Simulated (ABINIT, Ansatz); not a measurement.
## A GW run on KCl (Sylvite) in ABINIT, with inputs changed

A base run on KCl (Sylvite), then changed inputs.

Calculated with ABINIT 10.8.3; PBE and many-body steps on it, plane waves.

**1. Set-up**

It takes space group Fm-3m (No. 225, cubic). Conventional cell: a = 6.293 Å, b = 6.293 Å, c = 6.293 Å, α = 90.00°, β = 90.00°, γ = 90.00°. Nearest to K lie 6 Cl at 3.15 Å. Nearest to Cl lie 6 K at 3.15 Å. Farther neighbours and most contacts between anions are not listed.

The cell and positions come from the Crystallography Open Database and are kept as given unless a step says otherwise.

**2. Screening, 4×4×4 mesh, 469 bands, screening to 283 eV**

This step: ABINIT 10.8.3; RPA screening on PBE, plane waves, norm-conserving pseudopotentials.

The RPA dielectric matrix is built and inverted for each q.

run.abi reads:

```
acell 3*1.0 Angstrom
rprim 
  -0.000000000000 3.146470000000 3.146470000000
  3.146470000000 0.000000000000 3.146470000000
  3.146470000000 3.146470000000 -0.000000000000
ntypat 2
znucl 19 17
natom 2
typat 1 2
xred 
  0.000000000000 0.000000000000 0.000000000000
  0.500000000000 0.500000000000 0.500000000000
pp_dirpath "pseudos"
pseudos "K.upf, Cl.upf"
ecut 33
ngkpt 4 4 4
nshiftk 1
shiftk 0 0 0
kptopt 1
chksymbreak 0
istwfk *1
occopt 1
irdwfk 1
optdriver 3
nband 469
ecuteps 10.4
inclvkb 2
awtr 1
symchi 1
indata_prefix "in"
outdata_prefix "out"
tmpdata_prefix "tmp"
```

Started as:

```sh
OMP_NUM_THREADS=1 mpirun -n 4 abinit run.abi > log
```

The log of the run:

```text
.Version 10.8.3 of ABINIT. v10.8.2 released Aug 2026.

 Symmetries : space group Fm -3 m (#225); Bravais cF (face-center cubic)
[... echo of the input left out ...]
== DATASET  1 ==================================================================
-   mpi_nproc: 4, omp_nthreads: 1 (-1 if OMP is not activated)

--- !DatasetInfo
iteration_state: {dtset: 1, }
dimensions: {natom: 2, nkpt: 8, mband: 469, nsppol: 1, nspinor: 1, nspden: 1, mpw: 3839, }
cutoff_energies: {ecut:  33.0, pawecutdg:  -1.0, }
electrons: {nelect:   1.60000000E+01, charge:   0.00000000E+00, occopt:   1.00000000E+00, tsmear:   1.00000000E-02, }

 SCREENING: Calculation of the susceptibility and dielectric matrices

 Based on a program developped by R.W. Godby, V. Olevano, G. Onida, and L. Reining.
 Incorporated in ABINIT by V. Olevano, G.-M. Rignanese, and M. Torrent.
.Using double precision arithmetic ; gwpc =  8

[... cell and pseudopotentials left out ...]
--------------------------------------------------------------------------------

 ==== K-mesh for the wavefunctions ====
 Number of points in the irreducible wedge :     8
[... list of points left out ...]
 Together with 48 symmetry operations and time-reversal symmetry
 yields    64 points in the full Brillouin Zone.

 ==== Q-mesh for the screening function ====
 Number of points in the irreducible wedge :     8
[... list of points left out ...]
 Together with 48 symmetry operations and time-reversal symmetry
 yields    64 points in the full Brillouin Zone.

 setmesh: FFT mesh size selected  =    36x   36x   36
          total number of points  =        46656

 vcoul_init : cutoff-mode = AUXILIARY_FUNCTION
 q-points for optical limit:   1
     1)      0.000010    0.000020    0.000030

- screening: taking advantage of time-reversal symmetry
- Maximum band index for partially occupied states nbvw = 8
- Remaining bands to be divided among processors   nbcw = 461
- Number of bands treated by each node ~115

 Number of electrons calculated from density =   16.0000; Expected =   16.0000
 average of density, n =  0.038056
 r_s =    1.8443
 omega_plasma =   18.8177 [eV]

 calculating chi0 at frequencies [eV] :
  1    0.000000E+00    0.000000E+00
  2    0.000000E+00    1.881772E+01

--------------------------------------------------------------------------------
  q-point number  1        q = ( 0.000000, 0.000000, 0.000000) [r.l.u.]
--------------------------------------------------------------------------------
[... chi0 elements left out ...]
 For q-point:  0.000010 0.000020 0.000030
  dielectric constant =   2.1775
  dielectric constant without local fields =   2.5858

  Average fulfillment of the sum rule on Im[epsilon] for q-point    1 :     88.26  [%]
[... wings left out ...]
  q-point number  2        q = ( 0.250000, 0.000000, 0.000000) [r.l.u.]
--------------------------------------------------------------------------------
[... chi0 elements left out ...]
  Average fulfillment of the sum rule on Im[epsilon] for q-point    2 :     88.90  [%]

 [... 6 further q-points ...]
```

It took 8.8 min on 4 MPI ranks of Intel Xeon 6975P-C (Granite Rapids), shared host; peak memory 3.6 GiB; 35 min of CPU time.

Numbers from this step:

```yaml
eps_infinity_with_local_fields_on_this_mesh_along_the_program_s_q_direction: 2.178
the_same_without_local_fields: 2.586
plasma_frequency: 18.82 eV
plane_waves_in_the_screening_matrix: 645
```

Local fields lower ε∞ by 16 %.

**3. Base**

The self-energy is evaluated for the states that the input lists, and the levels follow from it, in one-shot runs by the linearised quasiparticle equation.

This step: G0W0 on PBE, plane waves, norm-conserving pseudopotentials.

Changes to run.abi since step 2:

```diff
@@ -23,8 +23,15 @@
 irdwfk 1
-optdriver 3
+optdriver 4
 nband 469
+gwcalctyp 0
+ecutsigx 33
+symsigma 1
+nkptgw 1
+kptgw 
+  0.0000000000 0.0000000000 0.0000000000
+bdgw 
+  6 12
 ecuteps 10.4
-inclvkb 2
-awtr 1
-symchi 1
+irdscr 1
+ppmodel 1
 indata_prefix "in"
```

The log of the run:

```text
.Version 10.8.3 of ABINIT. v10.8.2 released Aug 2026.

 Symmetries : space group Fm -3 m (#225); Bravais cF (face-center cubic)
[... echo of the input left out ...]
== DATASET  1 ==================================================================
-   mpi_nproc: 4, omp_nthreads: 1 (-1 if OMP is not activated)

--- !DatasetInfo
iteration_state: {dtset: 1, }
dimensions: {natom: 2, nkpt: 8, mband: 469, nsppol: 1, nspinor: 1, nspden: 1, mpw: 3839, }
cutoff_energies: {ecut:  33.0, pawecutdg:  -1.0, }
electrons: {nelect:   1.60000000E+01, charge:   0.00000000E+00, occopt:   1.00000000E+00, tsmear:   1.00000000E-02, }

 SIGMA: Calculation of the GW corrections

 Based on a program developped by R.W. Godby, V. Olevano, G. Onida, and L. Reining.
 Incorporated in ABINIT by V. Olevano, G.-M. Rignanese, and M. Torrent.
.Using double precision arithmetic ; gwpc =  8

[... cell and pseudopotentials left out ...]
--------------------------------------------------------------------------------

 ==== K-mesh for the wavefunctions ====
 Number of points in the irreducible wedge :     8
[... list of points left out ...]
 Together with 48 symmetry operations and time-reversal symmetry
 yields    64 points in the full Brillouin Zone.

 ==== Q-mesh for screening function ====
 Number of points in the irreducible wedge :     8
[... list of points left out ...]
 Together with 48 symmetry operations and time-reversal symmetry
 yields    64 points in the full Brillouin Zone.

 vcoul_init : cutoff-mode = AUXILIARY_FUNCTION
 q-points for optical limit:   1
     1)      0.000010    0.000020    0.000030
 setmesh: FFT mesh size selected  =    45x   45x   45
          total number of points  =        91125

 Number of electrons calculated from density =   16.0000; Expected =   16.0000
 average of density, n =  0.038056
 r_s =    1.8443
 omega_plasma =   18.8177 [eV]

 === KS Band Gaps ===
  >>>> For spin  1
   Minimum direct gap =   5.1895 [eV], located at k-point      :   0.0000  0.0000  0.0000
   Fundamental gap    =   5.1895 [eV], Top of valence bands at :   0.0000  0.0000  0.0000
                                       Bottom of conduction at :   0.0000  0.0000  0.0000
 SIGMA fundamental parameters:
 PLASMON POLE MODEL  1
 number of plane-waves for SigmaX                 3839
 number of plane-waves for SigmaC and W            645
 number of plane-waves for wavefunctions          3839
 number of bands                                   469
 number of independent spin polarizations            1
 number of spinorial components                      1
 number of k-points in IBZ                           8
 number of q-points in IBZ                           8
 number of symmetry operations                      48
 number of k-points in BZ                           64
 number of q-points in BZ                           64
 number of frequencies for dSigma/dE                 9
 frequency step for dSigma/dE [eV]                0.25
 number of omega for Sigma on real axis              0
 max omega for Sigma on real axis  [eV]           0.00
 zcut for avoiding poles [eV]                     0.10

 EPSILON^-1 parameters (SCR file):
 dimension of the eps^-1 matrix on file            645
 dimension of the eps^-1 matrix used               645
 number of plane-waves for wavefunctions          3839
 number of bands                                   469
 number of q-points in IBZ                           8
 number of frequencies                               2
 number of real frequencies                          1
 number of imag frequencies                          1

 matrix elements of self-energy operator (all in [eV])

 Perturbative Calculation

--- !SelfEnergy_ee
iteration_state: {dtset: 1, }
kpoint     : [   0.000,    0.000,    0.000, ]
spin       : 1
KS_gap     :    5.190
QP_gap     :    8.203
Delta_QP_KS:    3.014
data: !SigmaeeData |
     Band     E0 <VxcDFT>   SigX SigC(E0)      Z dSigC/dE  Sig(E)    E-E0       E
        6  -0.231 -14.148 -18.664   1.565   0.807  -0.240 -16.528  -2.381  -2.612
        7  -0.231 -14.148 -18.664   1.565   0.807  -0.240 -16.528  -2.381  -2.612
        8  -0.231 -14.148 -18.664   1.565   0.807  -0.240 -16.528  -2.381  -2.612
        9   4.958  -6.955  -3.245  -2.984   0.872  -0.146  -6.322   0.633   5.591
       10   8.135  -8.956  -4.051  -3.134   0.867  -0.153  -7.421   1.535   9.671
       11   8.135  -8.956  -4.051  -3.134   0.867  -0.153  -7.421   1.535   9.671
       12   8.135  -8.956  -4.051  -3.134   0.867  -0.153  -7.421   1.535   9.671

== END DATASET(S) ==============================================================
================================================================================

 -outvars: echo values of variables after computation  --------
           etotal      0.0000000000E+00
            nband         469
             nkpt           8
          spgroup         225
 [... the other variables as echoed above ...]

 Calculation completed.
```

Wall time 3.4 min (4 MPI ranks); peak memory 4.1 GiB; 13 min of CPU time.

This step gave:

- G0W0 gap on the points computed: 8.203 eV
- starting gap on the mesh: 5.190 eV
- k of the valence top: 0, 0, 0
- k of the conduction bottom: 0, 0, 0
- Z at the valence top: 0.807
- Z at the conduction bottom: 0.872
- least direct G0W0 gap on the computed points: 8.203 eV

The gap on the mesh goes from 5.19 eV to 8.20 eV, a correction of +3.01 eV.

**4. Fewer bands in the self-energy**

Changes to run.abi since step 3:

```diff
@@ -24,3 +24,3 @@
 optdriver 4
-nband 469
+nband 14
 gwcalctyp 0
```

The log of the run:

```text
.Version 10.8.3 of ABINIT. v10.8.2 released Aug 2026.

 Symmetries : space group Fm -3 m (#225); Bravais cF (face-center cubic)
[... echo of the input left out ...]
== DATASET  1 ==================================================================
-   mpi_nproc: 4, omp_nthreads: 1 (-1 if OMP is not activated)

--- !DatasetInfo
iteration_state: {dtset: 1, }
dimensions: {natom: 2, nkpt: 8, mband: 14, nsppol: 1, nspinor: 1, nspden: 1, mpw: 3839, }
cutoff_energies: {ecut:  33.0, pawecutdg:  -1.0, }
electrons: {nelect:   1.60000000E+01, charge:   0.00000000E+00, occopt:   1.00000000E+00, tsmear:   1.00000000E-02, }

 SIGMA: Calculation of the GW corrections

 Based on a program developped by R.W. Godby, V. Olevano, G. Onida, and L. Reining.
 Incorporated in ABINIT by V. Olevano, G.-M. Rignanese, and M. Torrent.
.Using double precision arithmetic ; gwpc =  8

[... cell and pseudopotentials left out ...]
--------------------------------------------------------------------------------

 ==== K-mesh for the wavefunctions ====
 Number of points in the irreducible wedge :     8
[... list of points left out ...]
 Together with 48 symmetry operations and time-reversal symmetry
 yields    64 points in the full Brillouin Zone.

 ==== Q-mesh for screening function ====
 Number of points in the irreducible wedge :     8
[... list of points left out ...]
 Together with 48 symmetry operations and time-reversal symmetry
 yields    64 points in the full Brillouin Zone.

 vcoul_init : cutoff-mode = AUXILIARY_FUNCTION
 q-points for optical limit:   1
     1)      0.000010    0.000020    0.000030
 setmesh: FFT mesh size selected  =    45x   45x   45
          total number of points  =        91125

 Number of electrons calculated from density =   16.0000; Expected =   16.0000
[...]
number of q-points in BZ                           64
 number of frequencies for dSigma/dE                 9
 frequency step for dSigma/dE [eV]                0.25
 number of omega for Sigma on real axis              0
 max omega for Sigma on real axis  [eV]           0.00
 zcut for avoiding poles [eV]                     0.10

 EPSILON^-1 parameters (SCR file):
 dimension of the eps^-1 matrix on file            645
 dimension of the eps^-1 matrix used               645
 number of plane-waves for wavefunctions          3839
 number of bands                                   469
 number of q-points in IBZ                           8
 number of frequencies                               2
 number of real frequencies                          1
 number of imag frequencies                          1

 matrix elements of self-energy operator (all in [eV])

 Perturbative Calculation

--- !SelfEnergy_ee
iteration_state: {dtset: 1, }
kpoint     : [   0.000,    0.000,    0.000, ]
spin       : 1
KS_gap     :    5.190
QP_gap     :    7.455
Delta_QP_KS:    2.265
data: !SigmaeeData |
     Band     E0 <VxcDFT>   SigX SigC(E0)      Z dSigC/dE  Sig(E)    E-E0       E
        6  -0.231 -14.148 -18.664   3.824   0.832  -0.202 -14.724  -0.576  -0.808
        7  -0.231 -14.148 -18.664   3.824   0.832  -0.202 -14.724  -0.576  -0.808
        8  -0.231 -14.148 -18.664   3.824   0.832  -0.202 -14.724  -0.576  -0.808
        9   4.958  -6.955  -3.245  -1.817   0.892  -0.120  -5.266   1.689   6.647
       10   8.135  -8.956  -4.051  -1.494   0.896  -0.116  -5.901   3.056  11.191
       11   8.135  -8.956  -4.051  -1.494   0.896  -0.116  -5.901   3.056  11.191
       12   8.135  -8.956  -4.051  -1.494   0.896  -0.116  -5.901   3.056  11.191

== END DATASET(S) ==============================================================
================================================================================

 -outvars: echo values of variables after computation  --------
           etotal      0.0000000000E+00
            nband          14
             nkpt           8
          spgroup         225
 [... the other variables as echoed above ...]

 Calculation completed.
```

Wall time 12 s (4 MPI ranks); peak memory 1.4 GiB; 46 s of CPU time.

Numbers from this step:

```yaml
g0w0_gap_on_the_points_computed: 7.455 eV
starting_gap_on_the_mesh: 5.190 eV
k_of_the_valence_top: 0, 0, 0
k_of_the_conduction_bottom: 0, 0, 0
z_at_the_valence_top: 0.832
z_at_the_conduction_bottom: 0.892
least_direct_g0w0_gap_on_the_computed_points: 7.455 eV
```

**5. More bands than the file holds**

Changes to run.abi since step 4:

```diff
@@ -24,3 +24,3 @@
 optdriver 4
-nband 14
+nband 3417
 gwcalctyp 0
```

The log of the run:

```text
.Version 10.8.3 of ABINIT. v10.8.2 released Aug 2026.

 Symmetries : space group Fm -3 m (#225); Bravais cF (face-center cubic)
================================================================================
 Values of the parameters that define the memory need of the present run
     intxc =       0    ionmov =       0      iscf =       7    lmnmax =       6
     lnmax =       6     mgfft =      45  mpssoang =       3    mqgrid =    3001
     natom =       2  nloc_mem =       1    nspden =       1   nspinor =       1
    nsppol =       1      nsym =      48    n1xccc =    2501    ntypat =       2
    occopt =       1   xclevel =       2
-    mband =        3417        mffmem =           1         mkmem =           2
       mpw =        3839          nfft =       91125          nkpt =           8
================================================================================
  Rough estimation (10% accuracy) of disk space for files :
================================================================================

--------------------------------------------------------------------------------
------------- Echo of variables that govern the present computation ------------
--------------------------------------------------------------------------------
 -outvars: echo values of preprocessed input variables --------
            acell      1.8897261259E+00  1.8897261259E+00  1.8897261259E+00 Bohr

             bdgw           6      12
      chksymbreak           0
             ecut      3.30000000E+01 Hartree
          ecuteps      1.04000000E+01 Hartree
         ecutsigx      3.30000000E+01 Hartree
          ecutwfn      3.30000000E+01 Hartree
-          fftalg         312
           irdscr           1
           irdwfk           1

              ixc     -101130
[...]
SIGMA: Calculation of the GW corrections

 Based on a program developped by R.W. Godby, V. Olevano, G. Onida, and L. Reining.
 Incorporated in ABINIT by V. Olevano, G.-M. Rignanese, and M. Torrent.
.Using double precision arithmetic ; gwpc =  8

 Real(R)+Recip(G) space primitive vectors, cartesian coordinates (Bohr,Bohr^-1):
 R(1)=  0.0000000  5.9459666  5.9459666  G(1)= -0.0840906  0.0840906  0.0840906
 R(2)=  5.9459666  0.0000000  5.9459666  G(2)=  0.0840906 -0.0840906  0.0840906
 R(3)=  5.9459666  5.9459666  0.0000000  G(3)=  0.0840906  0.0840906 -0.0840906
 Unit cell volume ucvol=  4.2043357E+02 bohr^3
 Angles (23,13,12)=  6.00000000E+01  6.00000000E+01  6.00000000E+01 degrees

--- Pseudopotential description ------------------------------------------------
- K Generated using ONCVPSP code by D. R. Hamann
- 19.00000   9.00000  171031                  znucl, zion, pspdat
12 -101130 2 -1 2222                          pspcod,pspxc,lmax,lloc,mmax
     nproj     2     2     2
  pspatm : epsatm=    8.42413758
         --- l  ekb(1:nproj) -->
[...]
pspatm: atomic psp has been read  and splines computed

- Cl Generated using ONCVPSP code by D. R. Hamann
- 17.00000   7.00000  171031                  znucl, zion, pspdat
12 -101130 2 -1 1028                          pspcod,pspxc,lmax,lloc,mmax
     nproj     2     2     2
  pspatm : epsatm=    9.12776517
         --- l  ekb(1:nproj) -->
[...]
1    3.821713    1.107519
             2   -2.938609   -0.805455
 pspatm: atomic psp has been read  and splines computed

   2.80830444E+02                                ecore*ucvol(ha*bohr**3)
--------------------------------------------------------------------------------

--- !ERROR
message: |
    Number of bands stored WFK file is less than required.
    WFK mband: 1147, self-energy nband: 3417

--- !ERROR
message: |
    Number of bands stored WFK file is less than required.
    WFK mband: 1147, self-energy nband: 3417

--- from the log ---
Number of bands stored WFK file is less than required.
    WFK mband: 1147, self-energy nband: 3417
```

Wall time 2 s (4 MPI ranks); peak memory 0.06 GiB.

The run stopped with an error after 2 s.

The program's words: Number of bands stored WFK file is less than required. WFK mband: 1147, self-energy nband: 3417

The fault put into this input: more bands than the file holds.

**6. Side by side**

Times are wall times on 4 MPI ranks of Intel Xeon 6975P-C (Granite Rapids), shared host, good to a factor of about two. A run's time includes the screening step that it read.

```csv
run,mesh,bands,screening cutoff (eV),DFT gap (eV),gap on the mesh (eV),direct (eV),ε∞ used,time
base,4×4×4,469,283,5.190,8.203,8.203,2.18,12 min
fewer bands in the self-energy,4×4×4,14,283,5.190,7.455,7.455,2.18,9 min
```

**7. Results**

```yaml
base: 8.203 eV
fewer_bands_in_the_self_energy: 7.455 eV
known_limits: not at the basis limit
```

**Reading.** Fewer bands in the self-energy: −0.748 eV against base (keys changed: nband). Bands and cutoff are finite, so the gap is not at the basis limit. The miss can reach some tenths of an eV and take either sign; the mesh is an error of its own. In the G0W0 runs levels were corrected at 1 k point alone, so a gap called «on the mesh» is the least over those, and an edge elsewhere would be missed.

[Paths, hosts, dates, memory and timing lines, banners, echoed tables and standing remarks are left out of the program output.]

[Logs are printed without paths, hosts, clocks, repeated set-up lines and the standing remarks that a program may print on its own settings, such as how far it seeks lower states.]

[Runs of the session that timed out or met a known fault of the program may be left out.]

[Hosts, paths, dates, database ids (printed as entryN), source tags and the programs' standing remarks are cut or masked in the printed files.]

[G0W0 gaps are taken among the corrected bands and points alone; a level outside them can change the order at an edge.]

[Where Ansatz stands beside ABINIT at settings called matched, ABINIT's density can come from a denser mesh and the files from another edition; pairs whose starting gaps differed by over 0.03 eV were left out, so agreement reads better than it is.]
